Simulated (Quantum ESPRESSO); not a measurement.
# Bi2Te2Se (R-3m) in Quantum ESPRESSO: band structure with LDA

Aim: the band structure of Bi2Te2Se with LDA.

Everything below comes from runs of Quantum ESPRESSO 7.5. Logs are shortened: lines on timing, memory, paths and dates and some standing lists are left out, and cuts for length are marked.

## (1) The structure

It takes space group R-3m (No. 166, trigonal). Conventional cell: a = 4.322 Å, b = 4.322 Å, c = 31.757 Å, α = 90.00°, β = 90.00°, γ = 120.00°. Around Bi (site symmetry 3m) lie 3 Te at 3.05 Å and 3 Se at 3.11 Å. Te (site symmetry 3m) is surrounded by 3 Bi at 3.05 Å. Se (site symmetry -3m) has 6 Bi at 3.11 Å as nearest neighbours.

The cell is a database's computed one.

## (2) Band structure, LDA

The input, pw.in:

```
&CONTROL
  calculation = 'scf'
  prefix = 'pwscf'
  outdir = './tmp'
  pseudo_dir = './pseudo'
  tprnfor = .true.
  tstress = .true.
  disk_io = 'low'
/
&SYSTEM
  ibrav = 0
  celldm(1) = 8
  nat = 5
  ntyp = 3
  ecutwfc = 86
  nbnd = 51
  occupations = 'smearing'
  smearing = 'fd'
  degauss = 0.00367493
/
&ELECTRONS
  conv_thr = 1d-09
  electron_maxstep = 120
  mixing_beta = 0.5
/
ATOMIC_SPECIES
Bi   208.9804 Bi.upf
Te   127.6000 Te.upf
Se    78.9710 Se.upf
CELL_PARAMETERS alat
  0.5104548904356   0.2947112684074   2.5004788179173
 -0.5104548904356   0.2947112684074   2.5004788179173
  0.0000000000000  -0.5894225368147   2.5004788179173
ATOMIC_POSITIONS crystal
Bi     0.3917212400    0.3917212400    0.3917212400
Bi     0.6082787600    0.6082787600    0.6082787600
Te     0.7804048700    0.7804048700    0.7804048700
Te     0.2195951300    0.2195951300    0.2195951300
Se     0.0000000000    0.0000000000    0.0000000000
K_POINTS automatic
7 7 7 0 0 0
```

The input, bands.in:

```
&CONTROL
  calculation = 'bands'
  prefix = 'pwscf'
  outdir = './tmp'
  pseudo_dir = './pseudo'
  disk_io = 'low'
  verbosity = 'high'
/
&SYSTEM
  ibrav = 0
  celldm(1) = 8
  nat = 5
  ntyp = 3
  ecutwfc = 86
  nbnd = 51
  occupations = 'smearing'
  smearing = 'fd'
  degauss = 0.00367493
/
&ELECTRONS
  conv_thr = 1d-08
  electron_maxstep = 120
  mixing_beta = 0.5
  diago_full_acc = .true.
  startingwfc = 'random'
/
ATOMIC_SPECIES
Bi   208.9804 Bi.upf
Te   127.6000 Te.upf
Se    78.9710 Se.upf
CELL_PARAMETERS alat
  0.5104548904356   0.2947112684074   2.5004788179173
 -0.5104548904356   0.2947112684074   2.5004788179173
  0.0000000000000  -0.5894225368147   2.5004788179173
ATOMIC_POSITIONS crystal
Bi     0.3917212400    0.3917212400    0.3917212400
Bi     0.6082787600    0.6082787600    0.6082787600
Te     0.7804048700    0.7804048700    0.7804048700
Te     0.2195951300    0.2195951300    0.2195951300
Se     0.0000000000    0.0000000000    0.0000000000
K_POINTS crystal
60
 0.0000000000  0.0000000000  0.0000000000 1
 0.0555555556  0.0000000000  0.0000000000 1
 0.1111111111  0.0000000000  0.0000000000 1
 0.1666666667  0.0000000000  0.0000000000 1
 0.2222222222  0.0000000000  0.0000000000 1
 0.2777777778  0.0000000000  0.0000000000 1
 0.3333333333  0.0000000000  0.0000000000 1
 0.3888888889  0.0000000000  0.0000000000 1
 0.4444444444  0.0000000000  0.0000000000 1
 0.5000000000  0.0000000000  0.0000000000 1
 0.5000000000  0.0351855247 -0.0351855247 1
 0.5000000000  0.0703710494 -0.0703710494 1
 0.5000000000  0.1055565742 -0.1055565742 1
 0.5000000000  0.1407420989 -0.1407420989 1
 0.5000000000  0.1759276236 -0.1759276236 1
 0.8240723764  0.5000000000  0.1759276236 1
 0.7916651388  0.5000000000  0.2083348612 1
 0.7592579011  0.5000000000  0.2407420989 1
 0.7268506635  0.5000000000  0.2731493365 1
 0.6944434258  0.5000000000  0.3055565742 1
 0.6620361882  0.5000000000  0.3379638118 1
 0.6296289506  0.5000000000  0.3703710494 1
 0.5972217129  0.5000000000  0.4027782871 1
 0.5648144753  0.5000000000  0.4351855247 1
 0.5324072376  0.5000000000  0.4675927624 1
 0.5000000000  0.5000000000  0.5000000000 1
 0.3333333333  0.3333333333  0.3333333333 1
 0.1666666667  0.1666666667  0.1666666667 1
 0.0000000000  0.0000000000  0.0000000000 1
 0.0307239829  0.0000000000 -0.0307239829 1
 0.0614479658  0.0000000000 -0.0614479658 1
 0.0921719487  0.0000000000 -0.0921719487 1
 0.1228959316  0.0000000000 -0.1228959316 1
 0.1536199145  0.0000000000 -0.1536199145 1
 0.1843438973  0.0000000000 -0.1843438973 1
 0.2150678802  0.0000000000 -0.2150678802 1
 0.2457918631  0.0000000000 -0.2457918631 1
 0.2765158460  0.0000000000 -0.2765158460 1
 0.3072398289  0.0000000000 -0.3072398289 1
 0.3379638118  0.0000000000 -0.3379638118 1
 0.6620361882  0.3379638118  0.0000000000 1
 0.6296289506  0.3703710494  0.0000000000 1
 0.5972217129  0.4027782871  0.0000000000 1
 0.5648144753  0.4351855247  0.0000000000 1
 0.5324072376  0.4675927624  0.0000000000 1
 0.5000000000  0.5000000000  0.0000000000 1
 0.6620361882  0.6620361882  0.1759276236 1
 0.6458325694  0.6458325694  0.2083348612 1
 0.6296289506  0.6296289506  0.2407420989 1
 0.6134253317  0.6134253317  0.2731493365 1
 0.5972217129  0.5972217129  0.3055565742 1
 0.5810180941  0.5810180941  0.3379638118 1
 0.5648144753  0.5648144753  0.3703710494 1
 0.5486108565  0.5486108565  0.4027782871 1
 0.5324072376  0.5324072376  0.4351855247 1
 0.5162036188  0.5162036188  0.4675927624 1
 0.5000000000  0.5000000000  0.5000000000 1
 0.5000000000  0.0000000000  0.0000000000 1
 0.6620361882  0.1689819059  0.1689819059 1
 0.8240723764  0.3379638118  0.3379638118 1
```

Potentials or basis: PseudoDojo 0.4.1 SR LDA standard.

Command:

```sh
$ OMP_NUM_THREADS=1 mpirun -n 2 pw.x -nk 2 -in pw.in > pw.out
$ OMP_NUM_THREADS=1 mpirun -n 2 pw.x -nk 2 -in bands.in > bands.out
```

pw.out:

```text
This program is part of the open-source Quantum ESPRESSO suite
     for quantum simulation of materials; please cite
[... 6 lines left out ...]
     using ibrav=0 with symmetry is DISCOURAGED, use correct ibrav instead

     K-points division:     npool     =       2
     Subspace diagonalization in iterative solution of the eigenvalue problem:
     a serial algorithm will be used

     G-vector sticks info
     --------------------
     sticks:   dense  smooth     PW     G-vecs:    dense   smooth      PW
     Sum        4511    4511   1309               124481   124481   19647

     Using Slab Decomposition

     bravais-lattice index     =            0
     lattice parameter (alat)  =       8.0000  a.u.
     unit-cell volume          =    1155.5760 (a.u.)^3
     number of atoms/cell      =            5
     number of atomic types    =            3
     number of electrons       =        78.00
     number of Kohn-Sham states=           51
     kinetic-energy cutoff     =      86.0000  Ry
     charge density cutoff     =     344.0000  Ry
     scf convergence threshold =      1.0E-09
     mixing beta               =       0.5000
     number of iterations used =            8  plain     mixing
     Exchange-correlation= SLA  PW   NOGX NOGC
                           (   1   4   0   0   0   0   0)

     celldm(1)=   8.000000  celldm(2)=   0.000000  celldm(3)=   0.000000
     celldm(4)=   0.000000  celldm(5)=   0.000000  celldm(6)=   0.000000

     crystal axes: (cart. coord. in units of alat)
               a(1) = (   0.510455   0.294711   2.500479 )
               a(2) = (  -0.510455   0.294711   2.500479 )
               a(3) = (   0.000000  -0.589423   2.500479 )

     reciprocal axes: (cart. coord. in units 2 pi/alat)
               b(1) = (  0.979518  0.565525  0.133308 )
               b(2) = ( -0.979518  0.565525  0.133308 )
               b(3) = (  0.000000 -1.131051  0.133308 )

     PseudoPot. # 1 for Bi read from file:
     Bi.upf
     Pseudo is Norm-conserving + core correction, Zval = 15.0
     Generated using ONCVPSP code by D. R. Hamann
     Using radial grid of 1454 points,  6 beta functions with:
                l(1) =   0
                l(2) =   0
                l(3) =   1
                l(4) =   1
                l(5) =   2
                l(6) =   2

     PseudoPot. # 2 for Te read from file:
     Te.upf
     Pseudo is Norm-conserving + core correction, Zval = 16.0
     Generated using ONCVPSP code by D. R. Hamann
     Using radial grid of 1278 points,  6 beta functions with:
                l(1) =   0
                l(2) =   0
                l(3) =   1
                l(4) =   1
                l(5) =   2
                l(6) =   2

     PseudoPot. # 3 for Se read from file:
     Se.upf
     Pseudo is Norm-conserving + core correction, Zval = 16.0
     Generated using ONCVPSP code by D. R. Hamann
     Using radial grid of 1198 points,  6 beta functions with:
                l(1) =   0
                l(2) =   0
                l(3) =   1
                l(4) =   1
                l(5) =   2
                l(6) =   2

     atomic species   valence    mass     pseudopotential
     Bi               15.00   208.98040     Bi( 1.00)
     Te               16.00   127.60000     Te( 1.00)
     Se               16.00    78.97100     Se( 1.00)

     12 Sym. Ops., with inversion, found

   Cartesian axes

     site n.     atom                  positions (alat units)
         1        Bi     tau(   1) = (  -0.0000000   0.0000000   2.9384720  )
         2        Bi     tau(   2) = (  -0.0000000   0.0000000   4.5629645  )
         3        Te     tau(   3) = (  -0.0000000   0.0000000   5.8541575  )
         4        Te     tau(   4) = (  -0.0000000   0.0000000   1.6472789  )
         5        Se     tau(   5) = (   0.0000000   0.0000000   0.0000000  )

     number of k points=    44  Fermi-Dirac smearing, width (Ry)=  0.0037
                       cart. coord. in units 2pi/alat
        k(    1) = (   0.0000000   0.0000000   0.0000000), wk =   0.0058309
        k(    2) = (   0.0000000  -0.1615786   0.0190440), wk =   0.0349854
        k(    3) = (   0.0000000  -0.3231573   0.0380879), wk =   0.0349854
        k(    4) = (   0.0000000  -0.4847359   0.0571319), wk =   0.0349854
        k(    5) = (  -0.1399312  -0.0807893   0.0380879), wk =   0.0349854
        k(    6) = (  -0.1399312  -0.2423680   0.0571319), wk =   0.0699708
[... 36 lines left out ...]
        k(   43) = (   0.0000000   0.0000000   0.1713957), wk =   0.0116618
        k(   44) = (   0.0000000   0.9694719   0.0571319), wk =   0.0349854

     Dense  grid:   124481 G-vectors     FFT dimensions: ( 125, 125, 125)

     Initial potential from superposition of free atoms

     starting charge      77.9982, renormalised to      78.0000
     Starting wfcs are   45 randomized atomic wfcs +    6 random wfcs

     Self-consistent Calculation

     iteration #  1     ecut=    86.00 Ry     beta= 0.50
     Davidson diagonalization with overlap
     ethr =  1.00E-02,  avg # of iterations =  5.8

     Threshold (ethr) on eigenvalues was too large:
     Diagonalizing with lowered threshold

     Davidson diagonalization with overlap
     ethr =  1.82E-04,  avg # of iterations =  6.1

     total energy              =    -988.62249904 Ry
     estimated scf accuracy    <       0.13693585 Ry

     iteration #  2     ecut=    86.00 Ry     beta= 0.50
     Davidson diagonalization with overlap
     ethr =  1.76E-04,  avg # of iterations =  2.8

     total energy              =    -988.62957854 Ry
     estimated scf accuracy    <       0.14048371 Ry

     iteration #  3     ecut=    86.00 Ry     beta= 0.50
     Davidson diagonalization with overlap
     ethr =  1.76E-04,  avg # of iterations =  2.7

     total energy              =    -988.64658500 Ry
     estimated scf accuracy    <       0.20162458 Ry

     iteration #  4     ecut=    86.00 Ry     beta= 0.50
     Davidson diagonalization with overlap
     ethr =  1.76E-04,  avg # of iterations =  1.6

     total energy              =    -988.66601773 Ry
     estimated scf accuracy    <       0.00169019 Ry

     iteration #  5     ecut=    86.00 Ry     beta= 0.50
     Davidson diagonalization with overlap
     ethr =  2.17E-06,  avg # of iterations =  7.8
[... 15 lines left out ...]
     total energy              =    -988.66621721 Ry
     estimated scf accuracy    <       0.00000072 Ry

     iteration #  8     ecut=    86.00 Ry     beta= 0.50
     Davidson diagonalization with overlap
     ethr =  9.25E-10,  avg # of iterations =  2.0

     total energy              =    -988.66621731 Ry
     estimated scf accuracy    <       0.00000002 Ry

     iteration #  9     ecut=    86.00 Ry     beta= 0.50
     Davidson diagonalization with overlap
     ethr =  2.63E-11,  avg # of iterations =  2.5

     total energy              =    -988.66621732 Ry
     estimated scf accuracy    <          3.9E-09 Ry

     iteration # 10     ecut=    86.00 Ry     beta= 0.50
     Davidson diagonalization with overlap
     ethr =  5.00E-12,  avg # of iterations =  2.0

     End of self-consistent calculation

          k = 0.0000 0.0000 0.0000 ( 15509 PWs)   bands (ev):

   -39.2793 -39.2748 -39.2748 -39.2562 -39.2562 -28.2402 -28.2402 -28.2399
   -28.2399 -28.2327 -28.2327 -28.2323 -28.2323 -28.2288 -28.2286 -14.7937
   -14.7937 -14.7914 -14.7914 -14.7778 -14.7766 -14.7766 -14.7761 -14.7724
   -14.7724  -5.6553  -4.5218  -3.6556  -0.8477  -0.4189   6.0552   6.2129
     6.2129   6.2185   6.8979   6.8979   7.3104   7.3104   7.8985   8.2624
     9.2551   9.2551  10.0573  10.4266  10.4266  13.7684  14.3754  14.4027
    14.5704  14.5704  15.3706

          k = 0.0000-0.1616 0.0190 ( 15529 PWs)   bands (ev):

   -39.2793 -39.2748 -39.2748 -39.2562 -39.2562 -28.2402 -28.2400 -28.2399
   -28.2396 -28.2328 -28.2327 -28.2324 -28.2322 -28.2287 -28.2285 -14.7956
   -14.7927 -14.7910 -14.7887 -14.7786 -14.7768 -14.7766 -14.7743 -14.7732
   -14.7722  -5.4957  -4.3571  -3.5606  -0.9494  -0.6184   5.1622   5.4367
     5.8171   5.9404   6.7376   6.9203   7.1732   7.1848   7.3933   9.2022
     9.7142   9.7575  10.1406  10.5436  10.8481  13.1903  13.8010  14.7547
    14.7950  14.8321  15.4074

          k = 0.0000-0.3232 0.0381 ( 15570 PWs)   bands (ev):

   -39.2793 -39.2749 -39.2748 -39.2562 -39.2561 -28.2402 -28.2399 -28.2395
   -28.2391 -28.2330 -28.2328 -28.2325 -28.2322 -28.2283 -28.2282 -14.8008
   -14.7966 -14.7860 -14.7837 -14.7820 -14.7779 -14.7755 -14.7712 -14.7712
   -14.7690  -5.0524  -3.9022  -3.3364  -1.4095  -1.0805   3.9539   4.8694
     5.0697   5.2587   6.1541   6.1652   6.9846   7.1763   7.4640   9.0052
     9.9664  10.1694  10.7437  11.1316  11.9420  12.3201  14.1528  14.4557
    15.4556  15.7220  15.7347
[... 391 lines left out ...]
          k = 0.0000 0.0000 0.1714 ( 15470 PWs)   bands (ev):

   -39.2793 -39.2748 -39.2748 -39.2562 -39.2562 -28.2402 -28.2402 -28.2399
   -28.2399 -28.2327 -28.2327 -28.2323 -28.2323 -28.2288 -28.2286 -14.7937
   -14.7937 -14.7914 -14.7914 -14.7778 -14.7766 -14.7766 -14.7762 -14.7724
   -14.7724  -5.6420  -4.6026  -3.5283  -1.1622  -0.1376   5.6973   6.2092
     6.2092   6.7557   6.9705   6.9705   7.2092   7.2092   7.3847   8.6745
     9.4072   9.4072   9.9554  10.2691  10.2691  13.7637  14.2151  14.3796
    14.3796  14.5311  15.4439

          k = 0.0000 0.9695 0.0571 ( 15510 PWs)   bands (ev):

   -39.2793 -39.2748 -39.2748 -39.2562 -39.2562 -28.2402 -28.2400 -28.2399
   -28.2396 -28.2328 -28.2327 -28.2324 -28.2322 -28.2287 -28.2285 -14.7956
   -14.7927 -14.7910 -14.7887 -14.7786 -14.7768 -14.7765 -14.7743 -14.7732
   -14.7722  -5.4832  -4.4368  -3.4397  -1.2137  -0.4003   5.0974   5.7088
     5.8340   5.9472   6.3108   6.6274   7.3198   7.3369   7.7521   8.9072
     9.5628   9.7372  10.3448  10.6655  10.8798  13.2593  13.9690  14.2958
    14.7877  14.8328  15.1138

     the Fermi energy is     8.1016 ev

!    total energy              =    -988.66621732 Ry
     estimated scf accuracy    <          4.9E-10 Ry
     smearing contrib. (-TS)   =      -0.00001123 Ry
     internal energy E=F+TS    =    -988.66620609 Ry

     The total energy is F=E-TS. E is the sum of the following terms:
     one-electron contribution =    -509.18466878 Ry
     hartree contribution      =     283.20612147 Ry
     xc contribution           =    -230.22339375 Ry
     ewald contribution        =    -532.46426503 Ry

     convergence has been achieved in  10 iterations

     Forces acting on atoms (cartesian axes, Ry/au):

     atom    1 type  1   force =    -0.00000000    0.00000000   -0.00114496
     atom    2 type  1   force =     0.00000000   -0.00000000    0.00114496
     atom    3 type  2   force =    -0.00000000    0.00000000   -0.00462778
     atom    4 type  2   force =     0.00000000    0.00000000    0.00462778
     atom    5 type  3   force =    -0.00000000    0.00000000    0.00000000

     Total force =     0.006742     Total SCF correction =     0.000206

     Computing stress (Cartesian axis) and pressure

          total   stress  (Ry/bohr**3)                   (kbar)     P=      -25.97
  -0.00017235  -0.00000000  -0.00000000          -25.35       -0.00       -0.00
  -0.00000000  -0.00017235   0.00000000           -0.00      -25.35        0.00
  -0.00000000   0.00000000  -0.00018485           -0.00        0.00      -27.19

=------------------------------------------------------------------------------=
   JOB DONE.
=------------------------------------------------------------------------------=
```

Wall time 60 min (2 MPI ranks of Arm Neoverse V2, shared host); peak memory 1.2 GiB.

Results:

```
Free energy             : -13451.4892 eV
Pressure                : -2.6 GPa
Largest force           : 0.119 eV/Å
Band gap on the k mesh  : 0.36 eV, direct
Band gap along the path : 0.36 eV, direct
```

Forces in eV/Å, atoms in the order of the input:
```
Bi   0.000  0.000 -0.029
Bi   0.000  0.000  0.029
Te   0.000  0.000 -0.119
Te   0.000  0.000  0.119
Se   0.000  0.000  0.000
```

Stress tensor (GPa, compression positive):
```
-2.54  0.00  0.00
 0.00 -2.54  0.00
 0.00  0.00 -2.72
```

Levels at the corners of the path, in eV from the valence-band top:
| point | band 37 | band 38 | band 39 | band 40 | band 41 | band 42 |
| --- | --- | --- | --- | --- | --- | --- |
| Γ | -0.59 | -0.59 | 0.00 | 0.36 | 1.36 | 1.36 |
| L | -1.60 | -0.79 | -0.52 | 1.03 | 1.96 | 2.83 |
| B1 | -1.45 | -0.74 | -0.54 | 1.55 | 2.27 | 2.84 |
| B | -1.45 | -0.74 | -0.54 | 1.55 | 2.27 | 2.84 |
| Z | -0.70 | -0.70 | -0.54 | 0.79 | 1.52 | 1.52 |
| Γ | -0.59 | -0.59 | 0.00 | 0.36 | 1.36 | 1.36 |
| X | -1.41 | -0.81 | -0.53 | 1.56 | 2.51 | 2.58 |
| Q | -1.41 | -0.81 | -0.53 | 1.56 | 2.51 | 2.58 |
| F | -1.35 | -1.02 | -0.92 | 1.58 | 1.72 | 2.38 |
| P1 | -1.07 | -1.04 | -0.96 | 1.48 | 1.84 | 2.25 |
| Z | -0.70 | -0.70 | -0.54 | 0.79 | 1.52 | 1.52 |
| L | -1.60 | -0.79 | -0.52 | 1.03 | 1.96 | 2.83 |
| P | -1.07 | -1.04 | -0.96 | 1.48 | 1.84 | 2.25 |

Caveat: spin-orbit coupling is left out, which as a rule narrows the gap of such compounds by several tenths of an eV.
